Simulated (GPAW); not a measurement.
# In: optical spectrum with PBE

The system is In.

```
CELL_PARAMETERS angstrom
-1.60350 1.60350 2.44027
1.60350 -1.60350 2.44027
1.60350 1.60350 -2.44027
ATOMIC_POSITIONS crystal
In 0.00000 0.00000 0.00000
```

- Program: GPAW 26.7.0
- Task: optical spectrum
- Functional: PBE
- Potentials or basis: GPAW PAW data sets (gpaw-data 1.2.1)
- Cutoff: 450 eV
- Basis: pw
- k mesh: 9 × 9 × 9
- Occupations: fermi-dirac, width 0.05 eV
- Spin: no spin polarisation
- Eta: 0.1 eV
- Response ecut: 50 eV
- Scissors: 0 eV
- Kernel: RPA
- Maxiter: 150
- Response k mesh: 26 × 26 × 26
- Domega0: 0.05 eV
- Omega2: 10 eV
- Response bands: 17
- Directions: ["x", "z"]
- Intraband: yes

```
Band gap on the k mesh : none (metal or under the smearing width)
```

Dielectric function (mean over the directions given):
| energy (eV) | real part | imaginary part |
| --- | --- | --- |
| 0.88 | -129.74 | 61.17 |
| 1.26 | -59.89 | 44.78 |
| 1.77 | -47.81 | 22.34 |
| 2.30 | -30.88 | 11.13 |
| 2.66 | -22.72 | 6.95 |
| 3.17 | -16.53 | 3.97 |
| 3.69 | -12.15 | 2.43 |
| 4.16 | -9.20 | 1.94 |
| 4.51 | -7.75 | 1.30 |
| 5.01 | -6.05 | 1.03 |
| 5.53 | -4.76 | 0.74 |
| 5.91 | -4.03 | 0.55 |
| 6.39 | -3.28 | 0.45 |
| 6.87 | -2.66 | 0.35 |
| 7.38 | -2.16 | 0.25 |
| 7.81 | -1.79 | 0.22 |
| 8.25 | -1.47 | 0.18 |
| 8.80 | -1.13 | 0.15 |
| 9.18 | -0.93 | 0.12 |
| 9.66 | -0.72 | 0.10 |
| 10.16 | -0.52 | 0.09 |
| 10.67 | -0.34 | 0.07 |
| 11.09 | -0.21 | 0.06 |
| 11.52 | -0.09 | 0.06 |
| 12.08 | 0.06 | 0.05 |
| 12.42 | 0.14 | 0.05 |
| 12.88 | 0.25 | 0.04 |
| 13.48 | 0.40 | 0.05 |
| 13.97 | 0.55 | 0.07 |
| 14.35 | 0.67 | 0.19 |
| 14.86 | 0.64 | 0.33 |
| 15.39 | 0.62 | 0.34 |
| 15.80 | 0.59 | 0.34 |
| 16.36 | 0.64 | 0.35 |
| 16.93 | 0.65 | 0.36 |
| 17.51 | 0.66 | 0.38 |
| 17.96 | 0.67 | 0.39 |
| 18.58 | 0.63 | 0.41 |
| 19.22 | 0.61 | 0.42 |
| 19.87 | 0.60 | 0.37 |

Run time: 6.5 min on 1 thread of Arm Neoverse V1, on a shared host, peak memory 0.69 GiB.

Caveat: the intraband term hangs on this k mesh; the long-wavelength limit can be off by a per cent or two; independent-particle spectra lack excitons.
